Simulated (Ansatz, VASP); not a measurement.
## ZnO in VASP and in Ansatz

```
Zn O
1.0
     2.72359    0.00000    0.00000
     0.00000    2.72359    0.00000
     0.00000    0.00000    2.72359
Zn O
1 1
Direct
  0.00000 0.00000 0.00000
  0.50000 0.50000 0.50000
```

Change from the starting cell: volume scaled by 1.04.

Alike in both runs: task single point; functional PBE; k mesh 10 × 10 × 10; occupations fermi-dirac, width 0.05 eV; no spin polarisation.

```csv
,VASP,Ansatz
version,VASP 6.6.1,Ansatz 0.2.0
potentials or method,"VASP PAW PBE potentials, release 64 (Zn, O)",Ansatz PAW
plane-wave cutoff (eV),520,420
valence electrons in the cell,18,18
```

VASP gave:

* gap on the k mesh at the Fermi level (eV): none
* pressure (GPa): -5.2

Q: Which values does Ansatz return?

A: gap on the k mesh at the Fermi level (eV): none; pressure (GPa): -5.8.

A gap of «none» marks a metal or a gap that the smearing closes.

Caveats: the pressure holds a Pulay correction of +0.7 GPa for the finite cutoff (Ansatz).
